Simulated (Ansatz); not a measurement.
# Phonons of CsPbCl3 (Pm-3m) against volume

Aim: how the phonons of CsPbCl3 (Pm-3m) shift with volume, and the thermal expansion that follows.

Main program and level: Ansatz 0.2.0; DFT PBEsol, scalar-relativistic, plane waves, PAW; PAW set soft_1.

This is a report of a sequence of runs, with most program output left out.

### Step 1. Set-up

The structure is cubic, space group Pm-3m (No. 221). The conventional cell has a = 5.619 Å, b = 5.619 Å, c = 5.619 Å, α = 90.00°, β = 90.00°, γ = 90.00°. Nearest to Cs lie 12 Cl at 3.97 Å. Nearest to Pb lie 6 Cl at 2.81 Å. Nearest to Cl lie 2 Pb at 2.81 Å and 4 Cs at 3.97 Å. Farther neighbours and most contacts between anions are not listed.

### Step 2. Response at finite wavevector

The cell comes from relaxations at this level that are not shown. Stability and thermal properties need the whole zone. Linear response on a 2×2×2 q mesh gives force constants as far as a supercell of that size would, and the tensors from the zone-centre run are typed in so that the long-range dipole term is interpolated apart.

The input, input.yaml:

```yaml
crystal:
  lattice:
    - [5.6186639858, 0.0, 0.0]
    - [0.0, 5.6186639858, 0.0]
    - [0.0, 0.0, 5.6186639858]
  atoms:
    - { symbol: Cs, position: [0.0, 0.0, 0.0] }
    - { symbol: Pb, position: [0.5, 0.5, 0.5] }
    - { symbol: Cl, position: [0.5, 0.5, 0.0] }
    - { symbol: Cl, position: [0.0, 0.5, 0.5] }
    - { symbol: Cl, position: [0.5, 0.0, 0.5] }
kpoints:
  mp_grid: { grid: [8, 8, 8] }
hamiltonian:
  xc: pbesol
  pseudopotentials: { kind: paw, azcp: { folder: soft_1 }, xc_functional: pbe }
scf:
  occupations: { method: fixed }
output:
  eigenvalues: true
phonons:
  method: dfpt
  qmesh: [2, 2, 2]
  temperatures: { t_max: 1000, t_step: 50 }
  qpath:
    path:
      - [[0.0, 0.0, 0.0], [0.0, 0.5, 0.0], [0.5, 0.5, 0.0], [0.0, 0.0, 0.0], [0.5, 0.5, 0.5], [0.0, 0.5, 0.0]]
      - [[0.5, 0.5, 0.5], [0.5, 0.5, 0.0]]
    npoints: 10
  non_analytic_term:
    high_frequency_dielectric_tensor: [[4.0422, 0.0, 0.0], [0.0, 4.0422, 0.0], [0.0, 0.0, 4.0422]]
    born_effective_charges:
      - { species: Cs, tensor: [[1.3223, 0.0, 0.0], [0.0, 1.3223, 0.0], [0.0, 0.0, 1.3223]] }
      - { species: Pb, tensor: [[3.9503, 0.0, 0.0], [0.0, 3.9503, 0.0], [0.0, 0.0, 3.9503]] }
      - { species: Cl, tensor: [[-0.724, 0.0, 0.0], [0.0, -0.724, 0.0], [0.0, 0.0, -3.8247]] }
      - { species: Cl, tensor: [[-3.8247, 0.0, 0.0], [0.0, -0.724, 0.0], [0.0, 0.0, -0.724]] }
      - { species: Cl, tensor: [[-0.724, 0.0, 0.0], [0.0, -3.8247, 0.0], [0.0, 0.0, -0.724]] }
    source: "zone-centre run at this cell"
```

Run with:

```console
$ ansatz run input.yaml --threads 4 --pin off --max-ram 10240MiB --backend cpu --events-out ev --progress --plain --runs-dir out
```

The job ended after 6.3 min (4 threads of Arm Neoverse V1, shared host; peak memory 1.8 GiB).

Numbers from this step:

* gap on the k-mesh: 1.844 eV
* volume per atom: 35.48 Å³
* sum-rule residual before enforcement: 1.11e-4 eV/Å²
* lowest frequency on the path: -47.93 cm⁻¹
* point group: m-3m
* highest frequency on the path or at a solved wavevector: 262.8 cm⁻¹
* highest optical mode at the zone centre (no LO-TO term): 136.0 cm⁻¹
* lowest optical zone-centre mode: -21.58 cm⁻¹
* lowest mode on the q mesh (acoustic modes at Γ apart): -47.93 cm⁻¹

Frequencies (cm⁻¹) solved at each irreducible wavevector; negative means imaginary. Frequencies by wavevector, by row:

```csv
q in reciprocal lattice units,star,mode 1,mode 2,mode 3,mode 4,mode 13,mode 14,mode 15
0 0 0,1,-21.6,-21.6,-21.6,0,136,136,136
0 0 -0.5,3,-13.4,-13.4,10.5,10.5,136.2,136.2,248
0 -0.5 -0.5,3,-47.5,-20.6,-20.6,7.8,136.3,220.7,256.8
-0.5 -0.5 -0.5,1,-47.9,-47.9,-47.9,-11.8,220.4,220.4,262.8
```

Symmetry leaves 4 wavevectors to solve. The lowest mode among them, the acoustic zeros apart, lies at q = (-0.5, -0.5, -0.5) and is imaginary, 47.9i cm⁻¹, so the energy falls along it.

### Step 3. Relaxing at another volume, volume ratio 0.97

The volume is scaled by 0.97 and held; symmetry leaves nothing to relax, so this is a single point. The modes can then be followed against volume.

input.yaml, the sections that differ from step 2:

```yaml
crystal:
  lattice:
    - [5.5619059236, 0.0, 0.0]
    - [0.0, 5.5619059236, 0.0]
    - [0.0, 0.0, 5.5619059236]
  atoms:
    - { symbol: Cs, position: [0.0, 0.0, 0.0] }
    - { symbol: Pb, position: [0.5, 0.5, 0.5] }
    - { symbol: Cl, position: [0.5, 0.5, 0.0] }
    - { symbol: Cl, position: [0.0, 0.5, 0.5] }
    - { symbol: Cl, position: [0.5, 0.0, 0.5] }
output:
  forces: true
  stress: true
  eigenvalues: true
# kpoints, hamiltonian, scf: as in step 2
# phonons: removed
```

It took 3.2 s on 4 threads; peak memory 0.53 GiB; 12 s of CPU time.

Numbers from this step:

```yaml
pressure: 0.8080 GPa
gap_on_the_k_mesh: 1.703 eV
volume_per_atom: 34.41 Å³
direct_gap_on_mesh: 1.703 eV
```

At this level the gap is 1.70 eV on the k-mesh of the self-consistent run, which can miss the band edges.

### Step 4. Phonons at the other volume, volume ratio 0.97

The phonons are repeated at this volume on the same k and q meshes.

input.yaml, as its differences from that of step 3:

```diff
@@ -19,4 +19,13 @@
 output:
-  forces: true
-  stress: true
   eigenvalues: true
+phonons:
+  method: dfpt
+  dielectric: true
+  rigid_motions: translations
+  qmesh: [2, 2, 2]
+  temperatures: { t_max: 1000, t_step: 50 }
+  qpath:
+    path:
+      - [[0.0, 0.0, 0.0], [0.0, 0.5, 0.0], [0.5, 0.5, 0.0], [0.0, 0.0, 0.0], [0.5, 0.5, 0.5], [0.0, 0.5, 0.0]]
+      - [[0.5, 0.5, 0.5], [0.5, 0.5, 0.0]]
+    npoints: 10
```

Run time: 8 min. Hardware: 4 threads; peak memory 3.3 GiB.

This step gave:

- sum-rule residual before enforcement: 1.00e-4 eV/Å²
- miss of the charge sum rule: 0.007540 e
- estimated error of the dielectric tensor: 0.01906
- estimated error of the Born charges: 0.03786 e
- lowest frequency on the path: -52.91 cm⁻¹
- highest frequency on the path or at a solved wavevector: 275.8 cm⁻¹
- highest optical mode at the zone centre (no LO-TO term): 156.8 cm⁻¹
- lowest optical zone-centre mode: -16.8 cm⁻¹
- mean high-frequency dielectric constant: 4.176
- largest Born charge (third of the trace): 3.980 e
- top of the zone-centre spectrum with the field: 245.6 cm⁻¹
- lowest mode on the q mesh (acoustic modes at Γ apart): -52.91 cm⁻¹

Frequencies (cm⁻¹) solved at each irreducible wavevector; negative means imaginary. Frequencies by wavevector, by row:

```csv
q in reciprocal lattice units,star,mode 1,mode 2,mode 3,mode 4,mode 13,mode 14,mode 15
0 0 0,1,-16.8,-16.8,-16.8,0,156.8,156.8,156.8
0 0 -0.5,3,-2.6,-2.6,9,9,157.1,157.1,261.8
0 -0.5 -0.5,3,-52.5,-17.4,-17.4,14.1,157.2,237.2,270.1
-0.5 -0.5 -0.5,1,-52.9,-52.9,-52.9,9.6,236.9,236.9,275.8
```

The highest optical mode at the zone centre (no LO-TO term) is 156.8 cm⁻¹, +20.8 cm⁻¹ against the base run.

The log warns of the k mesh: “the force constants stand on the 8×8×8 k-mesh, whose period is 12.82 times the interband length at k = (-0.5000, -0.5000, -0.5000), direct gap 1.703 eV, under 14: take them and everything formed from them as unconverged”.

### Step 5. Relaxing at another volume, volume ratio 1.03

The volume is scaled by 1.03 and held; symmetry leaves nothing to relax, so this is a single point. The modes can then be followed against volume.

input.yaml, the sections that differ from step 4:

```yaml
crystal:
  lattice:
    - [5.6742979404, 0.0, 0.0]
    - [0.0, 5.6742979404, 0.0]
    - [0.0, 0.0, 5.6742979404]
  atoms:
    - { symbol: Cs, position: [0.0, 0.0, 0.0] }
    - { symbol: Pb, position: [0.5, 0.5, 0.5] }
    - { symbol: Cl, position: [0.5, 0.5, 0.0] }
    - { symbol: Cl, position: [0.0, 0.5, 0.5] }
    - { symbol: Cl, position: [0.5, 0.0, 0.5] }
output:
  forces: true
  stress: true
  eigenvalues: true
# kpoints, hamiltonian, scf: as in step 4
# phonons: removed
```

Elapsed: 3.3 s, on 4 threads; peak memory 0.54 GiB.

This step gave:

```
pressure           : -0.6965 GPa
gap on the k-mesh  : 1.969 eV
volume per atom    : 36.54 Å³
direct gap on mesh : 1.969 eV
```

The run ends at a pressure of -0.70 GPa.

### Step 6. Phonons at the other volume, volume ratio 1.03

input.yaml, as its differences from that of step 5:

```diff
@@ -19,4 +19,13 @@
 output:
-  forces: true
-  stress: true
   eigenvalues: true
+phonons:
+  method: dfpt
+  dielectric: true
+  rigid_motions: translations
+  qmesh: [2, 2, 2]
+  temperatures: { t_max: 1000, t_step: 50 }
+  qpath:
+    path:
+      - [[0.0, 0.0, 0.0], [0.0, 0.5, 0.0], [0.5, 0.5, 0.0], [0.0, 0.0, 0.0], [0.5, 0.5, 0.5], [0.0, 0.5, 0.0]]
+      - [[0.5, 0.5, 0.5], [0.5, 0.5, 0.0]]
+    npoints: 10
```

Wall time 8.5 min (4 threads); peak memory 3.5 GiB; 33 min of CPU time.

Numbers from this step:

* sum-rule residual before enforcement: 4.24e-5 eV/Å²
* miss of the charge sum rule: 0.003083 e
* estimated error of the dielectric tensor: 0.01233
* estimated error of the Born charges: 0.02408 e
* lowest frequency on the path: -43.03 cm⁻¹
* highest frequency on the path or at a solved wavevector: 250.4 cm⁻¹
* highest optical mode at the zone centre (no LO-TO term): 114.5 cm⁻¹
* lowest optical zone-centre mode: -25.15 cm⁻¹
* mean high-frequency dielectric constant: 3.922
* largest Born charge (third of the trace): 3.924 e
* top of the zone-centre spectrum with the field: 218.6 cm⁻¹
* lowest mode on the q mesh (acoustic modes at Γ apart): -43.03 cm⁻¹

Frequencies (cm⁻¹) solved at each irreducible wavevector; negative means imaginary. Frequencies by wavevector, by row:

```csv
q in reciprocal lattice units,star,mode 1,mode 2,mode 3,mode 4,mode 13,mode 14,mode 15
0 0 0,1,-25.1,-25.1,-25.1,0,114.5,114.5,114.5
0 0 -0.5,3,-17.9,-17.9,11.5,11.5,114.6,114.6,234.9
0 -0.5 -0.5,3,-42.6,-23.1,-23.1,-7.5,114.6,204.8,244.2
-0.5 -0.5 -0.5,1,-43,-43,-43,-18.2,204.5,204.5,250.4
```

The highest optical mode at the zone centre (no LO-TO term) is 114.5 cm⁻¹, -21.5 cm⁻¹ against the base run.

### Step 7. Grüneisen parameters

The Grüneisen parameter of a mode is minus the logarithmic change of its frequency with volume, −d ln ω / d ln V; weighted by heat capacity it gives the expansion.

This step gave:

```
bulk modulus              : 25.1 GPa
gap deformation potential : 4.422 eV
```

The phonon branches at the labelled points (cm⁻¹):

```csv
point,branch 1,branch 2,branch 3,branch 4,branch 12,branch 13,branch 14,branch 15
Γ,-22,-22,0,0,56,136,136,232
halfway,-18,-18,10,10,88,136,136,239
X,-13,-13,10,10,111,136,136,248
halfway,-35,-14,-8,7,107,136,187,249
M,-48,-21,-21,8,103,136,221,257
halfway,-28,-14,-13,17,88,136,176,236
Γ,-22,-22,0,0,56,136,136,232
halfway,-29,-25,-25,9,88,178,178,235
R,-48,-48,-48,-12,98,220,220,263
halfway,-37,-33,-25,-10,105,180,193,250
X,-13,-13,10,10,111,136,136,248
jump to R,-48,-48,-48,-12,98,220,220,263
halfway,-48,-35,-35,-5,101,186,221,257
M,-48,-21,-21,8,103,136,221,257
```

The same for volume x 0.97:

```csv
point,branch 1,branch 2,branch 3,branch 4,branch 12,branch 13,branch 14,branch 15
Γ,-17,-17,0,0,50,157,157,246
X,-3,-3,9,9,113,157,157,262
M,-52,-17,-17,14,106,157,237,270
Γ,-17,-17,0,0,50,157,157,246
R,-53,-53,-53,10,103,237,237,276
X,-3,-3,9,9,113,157,157,262
R,-53,-53,-53,10,103,237,237,276
M,-52,-17,-17,14,106,157,237,270
```

The same for volume x 1.03:

```csv
point,branch 1,branch 2,branch 3,branch 4,branch 12,branch 13,branch 14,branch 15
Γ,-25,-25,-6,0,60,114,114,219
X,-18,-18,12,12,109,115,115,235
M,-43,-23,-23,-8,100,115,205,244
Γ,-25,-25,-6,0,60,114,114,219
R,-43,-43,-43,-18,94,204,204,250
X,-18,-18,12,12,109,115,115,235
R,-43,-43,-43,-18,94,204,204,250
M,-43,-23,-23,-8,100,115,205,244
```

### Step 8. What came out

```
bulk modulus              : 25.1 GPa
gap deformation potential : 4.42 eV
```

What this shows: No expansion is given, because modes are imaginary at one volume or more. Without the field, the highest optical mode at Γ goes from 157 to 115 cm⁻¹ as the cell grows, a Grüneisen parameter of 5.23. Branches are matched by rank, so values near crossings are rough. With the field response the log warns that the k mesh is coarse for the force constants too, so the frequencies may not be converged. Spin-orbit coupling is left out, which can matter for the heavy elements here. The PAW files were made for PBE and serve the other functionals too.

[Logs are printed without paths, hosts, clocks, repeated set-up lines and the standing remarks that a program may print on its own settings, such as how far it seeks lower states.]

[Hosts, paths, dates, database ids (printed as entryN), source tags and the programs' standing remarks are cut or masked in the printed files.]
